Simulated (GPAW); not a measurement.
A run of GPAW 26.7.0:

run.py

```python
from ase.eos import EquationOfState
from ase.io import Trajectory, read
from ase.units import GPa
from gpaw import GPAW, PW, setup_paths

setup_paths.insert(0, '.')

atoms = read('POSCAR')
atoms.set_initial_magnetic_moments([3.0])

traj = Trajectory('eos.traj', 'w')
volumes, energies = [], []
for x in [0.94, 0.96, 0.98, 1.0, 1.02, 1.04, 1.06]:
    a = atoms.copy()
    a.set_cell(atoms.cell * x**(1 / 3), scale_atoms=True)
    calc = GPAW(mode=PW(600),
                xc='GGA_X_SOGGA+GGA_C_PBE_SOL',
                kpts={'size': (10, 10, 10), 'gamma': True},
                occupations={'name': 'fermi-dirac', 'width': 0.05},
                nbands=12,
                convergence={'density': 1e-05, 'energy': 1e-05},
                maxiter=150,
                txt=f'eos-{x:.2f}.txt')
    a.calc = calc
    energies.append(a.get_potential_energy(force_consistent=True))
    volumes.append(a.get_volume())
    p = -a.get_stress()[:3].mean() / GPa
    calc.write(f'eos-{x:.2f}.gpw')
    traj.write(a)
    print(f'{x:.2f} {volumes[-1]:10.4f} A^3 {energies[-1]:14.6f} eV {p:9.3f} GPa', flush=True)

v0, e0, B = EquationOfState(volumes, energies, eos='birchmurnaghan').fit()
print(f'V0 = {v0:.4f} A^3, E0 = {e0:.6f} eV, B0 = {B / GPa:.2f} GPa')
```

POSCAR

```
Fe
1.0
   -1.4430000000      1.4430000000      1.4430000000
    1.4430000000     -1.4430000000      1.4430000000
    1.4430000000      1.4430000000     -1.4430000000
Fe
1
Direct
    0.0000000000      0.0000000000      0.0000000000
```

Potentials or basis: PAW data sets generated in the run's folder for this functional, pw.

The run is started by

```sh
$ gpaw-setup -f GGA_X_SOGGA+GGA_C_PBE_SOL Fe
$ OMP_NUM_THREADS=1 python run.py
```

Hardware: 1 thread of Arm Neoverse V1, with other jobs on the host.

Task: Estimate the wall time of this run.

Result: Run time: 89 s on 1 thread of Arm Neoverse V1 (shared host), peak memory 0.2 GiB. Counts: scf iterations 88, plane waves 397, bands 12, k points 47.
